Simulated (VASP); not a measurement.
Si, 2 atoms in the cell. It takes space group I4_1/amd (No. 141, tetragonal). The conventional cell has a = 4.743 Å, b = 4.743 Å, c = 2.659 Å, α = 90.00°, β = 90.00°, γ = 90.00°. Si (site symmetry -4m2) has 6 Si at 2.46 to 2.66 Å as nearest neighbours. This isn't the form of Si at room conditions, which is diamond.

* Program: VASP 6.6.1
* Task: electric field gradients
* Functional: LDA
* Potentials or basis: VASP PAW LDA potentials, release 64 (Si)
* Cutoff: 520 eV
* k mesh: 11 × 11 × 11
* Occupations: gaussian, width 0.02 eV
* Spin: no spin polarisation
* Further INCAR settings: ALGO = Normal; EDIFF = 1e-08

Potentials or basis: VASP PAW LDA potentials, release 64 (Si).

The run is started by

```console
$ cat potpaw_LDA.64/Si/POTCAR > POTCAR
$ mpirun -np 1 vasp_std > vasp.out
```

Hardware: 1 thread of Intel(R) Xeon(R) Platinum 8375C CPU @ 2.90GHz (Ice Lake), on a shared host.

Problem. Estimate the wall time of this run.

Solution. Run time: 22 s on 1 thread of Intel(R) Xeon(R) Platinum 8375C CPU @ 2.90GHz (Ice Lake) (shared host), peak memory 0.14 GiB. Counts: scf iterations 11, k points 126.
